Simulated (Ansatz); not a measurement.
Cost and result for the equilibrium volume of Al

The structure is cubic, space group Fm-3m (No. 225). Conventional cell: a = 4.050 Å, b = 4.050 Å, c = 4.050 Å, α = 90.00°, β = 90.00°, γ = 90.00°. Around Al (site symmetry m-3m) lie 12 Al at 2.86 Å.

| rung | level | program and potentials | cutoff (eV) | k mesh | smearing | task | core time | chip | equilibrium volume (Å³/atom) | miss | notes |
| --- | --- | --- | --- | --- | --- | --- | --- | --- | --- | --- | --- |
| GGA | RPBE | Ansatz, Ansatz PAW | 420 | 11 × 11 × 11 | fermi-dirac 0.05 | relaxation of cell and atoms | 1.7 s | Arm Neoverse V1 | 16.82 | +1.3 % | potentials made for PBE, which Ansatz adapts in part |
| GGA | BLYP | Ansatz, Ansatz PAW | 420 | 11 × 11 × 11 | fermi-dirac 0.05 | relaxation of cell and atoms | 2 s | Intel Xeon Platinum 8259CL Skylake/Cascade Lake | 17.37 | +4.6 % | potentials made for PBE, which Ansatz adapts in part |
| GGA + dispersion | revPBE+D4 | Ansatz, Ansatz PAW | 420 | 11 × 11 × 11 | fermi-dirac 0.05 | relaxation of cell and atoms | 2.1 s | Intel Xeon 6975P-C Granite Rapids | 15.67 | -5.6 % | potentials made for PBE, which Ansatz adapts in part |
| GGA + dispersion | RPBE+D4 | Ansatz, Ansatz PAW | 420 | 11 × 11 × 11 | fermi-dirac 0.05 | relaxation of cell and atoms | 2.5 s | Intel Xeon 6975P-C Granite Rapids | (a) | ? | potentials made for PBE, which Ansatz adapts in part |
| GGA + dispersion | BLYP+D4 | Ansatz, Ansatz PAW | 420 | 11 × 11 × 11 | fermi-dirac 0.05 | relaxation of cell and atoms | 2.9 s | Arm Neoverse V1 | (b) | ? | potentials made for PBE, which Ansatz adapts in part |
| GGA | PBE | Ansatz, SSSP precision PAW | 408 | 11 × 11 × 11 | fermi-dirac 0.05 | equation of state | 4.7 s | Arm Neoverse V1 | 16.50 | -0.6 % | - |
| LDA | LDA | Ansatz, JTH PAW LDA | 570 | 11 × 11 × 11 | fermi-dirac 0.05 | equation of state | 5.6 s | Intel Xeon Platinum 8259CL Skylake/Cascade Lake | 15.81 | -4.8 % | - |
| GGA | PBE | Ansatz, PseudoDojo standard | 544 | 11 × 11 × 11 | fermi-dirac 0.05 | equation of state | 8.4 s | Arm Neoverse N1 | (c) | ? | - |
| hybrid | HSEsol | Ansatz, Ansatz PAW | 420 | 6 × 6 × 6 | fermi-dirac 0.05 | relaxation of cell and atoms | 11 s | Arm Neoverse V2 | 16.18 | -2.5 % | coarse mesh; potentials made for PBE, which Ansatz adapts in part |
| hybrid | HISS | Ansatz, Ansatz PAW | 420 | 6 × 6 × 6 | fermi-dirac 0.05 | equation of state | 39 s | Arm Neoverse V1 | 16.19 | -2.5 % | coarse mesh; potentials made for PBE, which Ansatz adapts in part |

Times are single runs on shared hosts and different chips, so they are rough; meshes, cutoffs and the tasks' sizes weigh on the time. All rows: no spin polarisation. Smearing widths are in eV. For a metal such meshes aren't converged. Meshes differ between rows, which moves values too. Meshes are those of the run's cell of 1 atom unless a note names another. Relaxations start from the cell shown or near it and stop with a little pressure left. Misses use the values as printed. Runs on faulty files, with rough fits or with known faults for this quantity aren't shown. No row holds spin-orbit coupling.

Measured: 16.6 Å³/atom at 298.15 K (COD entry, doi:10.1063/1.1698520). The runs are for a static lattice.

Estimate the values left out from the other rows.

(a) 15.61 Å³/atom, miss -6.0 %; (b) 15.85 Å³/atom, miss -4.5 %; (c) 16.46 Å³/atom, miss -0.8 %.
